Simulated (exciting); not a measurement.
A run of exciting (release sodium):

Contents of input.xml:

```xml
<input>
  <title>Cu</title>
  <structure speciespath="./" tshift="false">
    <crystal scale="1">
      <basevect>-0.016210070697 3.393479467749 3.404696882025</basevect>
      <basevect>3.444876238887 -0.045451692749 3.433940393803</basevect>
      <basevect>3.392674444420 3.370519295335 0.006750101717</basevect>
    </crystal>
    <species speciesfile="Cu.xml" rmt="2">
      <atom coord="0.001456000000 -0.024293000000 0.029321000000"/>
    </species>
  </structure>
  <groundstate do="fromscratch" ngridk="13 13 13" rgkmax="9" gmaxvr="14" lmaxapw="10" lmaxmat="10" lmaxvr="8" xctype="GGA_PBE_SOL" stype="Fermi Dirac" swidth="0.00183747" nempty="12" ValenceRelativity="iora*" epsengy="1e-05" epspot="1e-05" maxscl="60" tforce="true" outputlevel="normal"/>
</input>
```

Potentials or basis: all-electron LAPW+lo, shipped species files, valence relativity iora*.

Run with:

```bash
$ OMP_NUM_THREADS=1 exciting_smp
```

Hardware: 1 thread of Intel(R) Xeon(R) Platinum 8175M CPU @ 2.50GHz (Skylake/Cascade Lake), on a shared host.

Q: Estimate the wall time of this run.

A: It took 14 min on 1 thread of Intel(R) Xeon(R) Platinum 8175M CPU @ 2.50GHz (Skylake/Cascade Lake), on a shared host, peak memory 0.12 GiB. Counts: scf iterations 13, plane waves 131.
